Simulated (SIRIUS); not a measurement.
The system is Zr.

```xyz
2
Lattice="3.2320 0.0000 0.0000 -1.6160 2.7990 0.0000 0.0000 0.0000 5.1470" Properties=species:S:1:pos:R:3 pbc="T T T"
Zr    1.6160    0.9330    3.8603
Zr    0.0000    1.8660    1.2868
```

Base run:

```yaml
Program: SIRIUS 7.12.0
Functional: BLYP
Potentials_or_basis: PseudoDojo 0.4.1 PBE standard (scalar relativistic)
Cutoff: 915 eV
Density_cutoff: 3659 eV
k_mesh: 9 × 9 × 5
Occupations: fermi-dirac, width 0.05 eV
Spin: no spin polarisation
```

Its results: band gap on the k mesh none (metal or under the smearing width); pressure 3.7 GPa.

Q: The run is repeated on the same cell with these changes: functional from BLYP to RPBE; libxc names from ["XC_GGA_X_B88", "XC_GGA_C_LYP"] to ["XC_GGA_X_RPBE", "XC_GGA_C_PBE"]. What comes out?

A: Band gap on the k mesh none (metal or under the smearing width); pressure 2.8 GPa.

Caveats: the potentials were made for another functional, which shifts forces and pressure.

Not every run made on this cell is shown here.
